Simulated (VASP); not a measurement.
Input of a VASP 6.6.1 run:

INCAR

```
PREC = Accurate
ENCUT = 600
EDIFF = 1E-6
ISMEAR = 0
SIGMA = 0.1
LREAL = F
LASPH = T
NELM = 100
ALGO = Fast
ISIF = 3
LWAVE = F
LCHARG = F
GGA = PE
IVDW = 12
IBRION = 2
NSW = 100
EDIFFG = -0.005
```

Contents of KPOINTS:

```
regular mesh
0
Gamma
  12 12 12
```

POSCAR

```
K
1.0
    0.0000000000      3.2597531145      3.2597531145
    3.2597531145      0.0000000000      3.2597531145
    3.2597531145      3.2597531145      0.0000000000
K
1
Direct
    0.0000000000      0.0000000000      0.0000000000
```

Potentials or basis: VASP PAW PBE potentials, release 64 (K_sv).

Launch:

```bash
$ cat potpaw_PBE.64/K_sv/POTCAR > POTCAR
$ mpirun -np 1 vasp_std > vasp.out
```

(1) What does it give for the band gap on the k mesh?

(2) What does it give for the relaxed cell?

(3) Predict the space group after relaxing (to 0.05 Å).

Answers

(1) none (metal or under the smearing width).

(2) a = 4.609 Å, b = 4.609 Å, c = 4.609 Å, α = 60.00°, β = 60.00°, γ = 60.00°.

(3) Fm-3m (No. 225).
